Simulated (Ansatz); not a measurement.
# Co: single point with PBE

Co:

```
CELL_PARAMETERS angstrom
2.47200 0.00000 0.00000
-1.23600 2.14081 0.00000
0.00000 0.00000 4.02114
ATOMIC_POSITIONS crystal
Co 0.66667 0.33333 0.75000
Co 0.33333 0.66667 0.25000
```

```
Program             : Ansatz 0.2.0
Task                : single point
Functional          : PBE
Potentials or basis : all-electron LAPW, scalar-relativistic
Cutoff              : 315 eV (chosen from the basis error)
Basis error allowed : 0.001 eV/atom
k mesh              : 12 × 12 × 7
Occupations         : fermi-dirac, width 0.05 eV
Spin                : collinear spin, ferromagnetic start
Starting moments    : [1.5, 1.5] μB
Fixed moment        : 3 μB
```

* Pressure: 2.8 GPa
* Absolute moment: 3.34 μB per cell
* Site moments: Co +1.55 μB

Stress tensor (GPa, compression positive):
```
3.69 0.00 0.00
0.00 3.69 0.00
0.00 0.00 1.16
```

It took 13 s on 2 threads of Arm Neoverse V2 (shared host), peak memory 0.51 GiB.

Caveat: the total moment is fixed, so each spin has its own Fermi level.
